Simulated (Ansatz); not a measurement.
# Si7O12: the cost of one run

Method: DFT PBEsol, scalar-relativistic, plane waves, PAW, in Ansatz 0.2.0.

2 further runs of the same task are left out: 2 set aside as unsound or not needed.

**1. The structure to begin with**

The structure is trigonal, space group P3_121 (No. 152). Conventional cell: a = 4.948 Å, b = 4.948 Å, c = 5.440 Å, α = 90.00°, β = 90.00°, γ = 120.00°. Si (site symmetry 2) is surrounded by 4 O at 1.62 Å. Around O (site symmetry 1) lie 2 Si at 1.62 Å.

Coordinates:

```
Si O
1.0
     4.28475   -2.47374    0.00005
     4.28475    2.47374    0.00005
     0.00006    0.00000    5.44050
Si O
3 6
Direct
  0.47018 0.00011 0.16667
  0.52961 0.47039 0.50000
  0.99989 0.52982 0.83333
  0.26693 0.58758 0.71454
  0.85442 0.41260 0.61880
  0.58740 0.14558 0.38120
  0.14535 0.26716 0.04790
  0.41242 0.73307 0.28546
  0.73284 0.85465 0.95210
```

It is the result of an earlier relaxation at this level (volume 12.81 Å³/atom; gap on the mesh: 5.72 eV).

The bulk reference comes from a run made before at the same settings: -582.2046 eV/atom.

**2. The (100) slab**

Miller indices refer to the conventional cell of the relaxed bulk, P3_121 (No. 152): a = 4.948 Å, b = 4.948 Å, c = 5.440 Å, α = 90.00°, β = 90.00°, γ = 120.00°.

Cut from the relaxed bulk: a (100) slab, 8.6 Å thick as cut, with 15 Å of vacuum; its outer planes are Si (top) and Si (bottom).

The slab as cut. Its planes from the bottom up:

```csv
plane,atoms per cell,height over the lowest (Å)
1,Si,0.00
2,O,0.62
3,O,1.14
4,Si2O2,2.14
5,O,3.14
6,O,3.66
7,Si,4.28
8,O,4.91
9,O,5.43
10,Si2O2,6.43
11,O,7.43
12,O,7.95
13,Si,8.57
```

**3. The slab as cut, atoms at the bulk's places**

A dipole layer in the vacuum cancels the field that periodic copies would set up if the slab's two faces differ.

input.yaml reads:

```yaml
crystal:
  lattice:
    - [4.9474803995, 0.0, 0.0]
    - [0.0, 5.440497916, 0.0]
    - [0.0, 0.0, 23.5694967576]
  atoms:
    - { symbol: Si, position: [0.97038636, 0.5000169868, 0.3182078971] }
    - { symbol: O, position: [0.1603253493, 0.2854779349, 0.3446565196] }
    - { symbol: O, position: [0.7790868219, 0.6188172169, 0.3667506783] }
    - { symbol: O, position: [0.5609046285, 0.0479229294, 0.3931997281] }
    - { symbol: Si, position: [0.2649650204, 0.1666923604, 0.4037041418] }
    - { symbol: Si, position: [0.7649650204, 0.8333585998, 0.4145037553] }
    - { symbol: O, position: [0.0609046285, 0.9521280309, 0.425008169] }
    - { symbol: O, position: [0.2790868219, 0.3812337434, 0.4514572188] }
    - { symbol: O, position: [0.6603253493, 0.7145730254, 0.4735513776] }
    - { symbol: Si, position: [0.47038636, 0.5000339735, 0.5] }
    - { symbol: O, position: [0.6603253493, 0.2854949217, 0.5264486224] }
    - { symbol: O, position: [0.2790868219, 0.6188342036, 0.5485427812] }
    - { symbol: O, position: [0.0609046285, 0.0479399161, 0.574991831] }
    - { symbol: Si, position: [0.7649650204, 0.1667093472, 0.5854962447] }
    - { symbol: Si, position: [0.2649650204, 0.8333755866, 0.5962958582] }
    - { symbol: O, position: [0.5609046285, 0.9521450177, 0.6068002719] }
    - { symbol: O, position: [0.7790868219, 0.3812507302, 0.6332493217] }
    - { symbol: O, position: [0.1603253493, 0.7145900121, 0.6553434804] }
    - { symbol: Si, position: [0.97038636, 0.5000509603, 0.6817921029] }
basis:
  ecutwfc: 420
kpoints:
  mp_grid: { grid: [6, 5, 1] }
hamiltonian:
  xc: pbesol
scf:
  occupations: { method: gaussian, width: 0.05 }
output:
  forces: true
  stress: true
  eigenvalues: true
  write_density: true
  write_potential: true
  elf: true
  volumetric_format: npy
efield:
  axis: 3
  dipole_correction: true
  ramp_width: 0.04
```

Launch:

```console
$ ansatz run input.yaml --threads 2 --pin off --max-ram 5120MiB --backend cpu --events-out ev --progress --plain --runs-dir out
```

What time and memory should one allow on 2 threads of Intel Xeon Platinum 8488C (Sapphire Rapids), shared host?

About 49 s, with a peak of 1.2 GiB.
